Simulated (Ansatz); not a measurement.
# VN: the cost of one run

Method: DFT PBE, scalar-relativistic, plane waves, PAW, in Ansatz 0.2.0.

5 further runs of the same task are left out: 3 that didn't finish, 2 set aside as unsound or not needed.

## (1) Starting point

Symmetry: Fm-3m, No. 225, cubic system. The conventional cell has a = 4.117 Å, b = 4.117 Å, c = 4.117 Å, α = 90.00°, β = 90.00°, γ = 90.00°. V (site symmetry m-3m) is surrounded by 6 N at 2.06 Å. N (site symmetry m-3m) has 6 V at 2.06 Å as nearest neighbours.

Coordinates:

```xyz
2
Lattice="0.0000 2.0583 2.0583 2.0583 0.0000 2.0583 2.0583 2.0583 0.0000" Properties=species:S:1:pos:R:3 pbc="T T T"
V     0.0000    0.0000    0.0000
N     2.0583    2.0583    2.0583
```

It is the result of an earlier relaxation at this level (volume 8.72 Å³/atom; gap on the mesh: none (metal)).

## (2) The reference: the undisturbed cell on the scan's mesh

The input, input.yaml:

```yaml
crystal:
  lattice:
    - [0.0, 2.0582921666, 2.0582921666]
    - [2.0582921666, 0.0, 2.0582921666]
    - [2.0582921666, 2.0582921666, 0.0]
  atoms:
    - { symbol: V, position: [0.0, 0.0, 0.0] }
    - { symbol: "N", position: [0.5, 0.5, 0.5] }
basis:
  ecutwfc: 420
kpoints:
  mp_grid: { grid: [26, 26, 26] }
hamiltonian:
  xc: pbe
scf:
  occupations: { method: gaussian, width: 0.15 }
output:
  forces: true
  stress: true
  eigenvalues: true
```

Launch:

```sh
> ansatz run input.yaml --threads 1 --pin off --max-ram 2560MiB --backend cpu --events-out ev --progress --plain --runs-dir out
```

**Question.** How long does this run take on 1 thread of Intel Xeon Platinum 8488C (Sapphire Rapids), shared host, and how much memory does it need?

About 5.6 s, with a peak of 0.48 GiB.
